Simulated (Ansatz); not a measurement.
Ge: relaxation of cell and atoms with revPBE+D3(BJ)

The system is Ge.

```xyz
2
Lattice="1.4881 -2.5947 0.0000 1.4881 2.5947 0.0000 0.0000 0.0000 4.7276" Properties=species:S:1:pos:R:3 pbc="T T T"
Ge    1.4881    0.8643    1.1819
Ge    1.4881   -0.8643    3.5457
```

This isn't the form of Ge at room conditions, which is diamond.

```yaml
Program: Ansatz 0.2.0
Task: relaxation of cell and atoms
Functional: revPBE
Dispersion: D3(BJ)
Potentials_or_basis: Ansatz PAW
Cutoff: "420 eV (not typed: the program's choice for these potentials)"
k_mesh: 10 × 10 × 6
Occupations: fermi-dirac, width 0.05 eV
Spin: no spin polarisation
```

* Relaxed volume: 18.15 Å³/atom
* Relaxed cell: a = 2.838 Å, b = 2.838 Å, c = 5.204 Å, α = 90.00°, β = 90.00°, γ = 119.99°
* Space group after relaxing (to 0.05 Å): P6/mmm (No. 191)
* Energy gained by relaxing: 72.3 meV/atom
* Ionic steps: 19
* Pressure after relaxing: 0.0 GPa
* Band gap on the k mesh: none (metal or under the smearing width)

Step by step:
```tsv
step	energy change (eV)	largest force (eV/Å)	volume (Å³)
1	0.0000	0.0007	36.51
2	-0.0069	0.0064	35.90
3	-0.0073	0.0085	36.11
4	-0.0076	0.0101	36.14
5	-0.0079	0.0119	36.05
6	-0.0082	0.0107	35.99
7	-0.0129	0.0410	35.76
8	-0.0238	0.1109	35.87
9	-0.0551	0.0332	35.78
10	-0.1148	0.0316	36.00
11	-0.1302	0.0014	36.55
12	-0.1371	0.0069	36.68
13	-0.1400	0.0053	36.42
14	-0.1430	0.0035	36.34
15	-0.1435	0.0024	36.27
16	-0.1435	0.0010	36.27
17	-0.1446	0.0010	36.27
18	-0.1446	0.0003	36.31
19	-0.1446	0.0003	36.31
```

Final structure:
```xyz
2
Lattice="1.4194 -2.4577 0.0000 1.4194 2.4577 0.0000 0.0000 0.0000 5.2042" Properties=species:S:1:pos:R:3 pbc="T T T"
Ge    1.4194    0.0013    1.3010
Ge    1.4194   -0.0013    3.9031
```

Levels at points of the mesh, in eV from the Fermi level:
```
              k point  band 10  band 11  band 12  band 13  band 14  band 15  band 16  band 17  band 18
   (0.00, 0.00, 0.00)   -24.58   -13.53    -9.18    -6.22     7.53     8.31     8.32    10.64    11.68
  (0.00, 0.00, -0.50)   -24.62   -12.18   -12.18    -0.43    -0.43     9.60     9.60     9.60     9.60
  (0.00, -0.50, 0.00)   -24.48    -8.40    -5.89    -3.59    -2.40    -2.15     3.31     4.03     7.38
 (0.00, -0.50, -0.50)   -24.60    -7.07    -7.07    -4.61    -4.61     4.06     4.06     5.30     5.30
 (-0.50, -0.50, 0.00)   -24.48    -8.39    -5.89    -3.59    -2.40    -2.15     3.31     4.03     7.38
(-0.50, -0.50, -0.50)   -24.60    -7.06    -7.06    -4.61    -4.61     4.06     4.06     5.29     5.29
```

Wall time 42 s on 2 threads of Arm Neoverse V2 (shared host), peak memory 0.37 GiB.

Caveat: the plane-wave basis is chosen anew once the cell has moved, so the energies of steps on either side of that aren't comparable; pairwise dispersion overbinds metals, which lowers pressure and volume; the PAW data sets come from PBE, with cores solved anew for the run's functional, which leaves a small shift of forces and pressure.
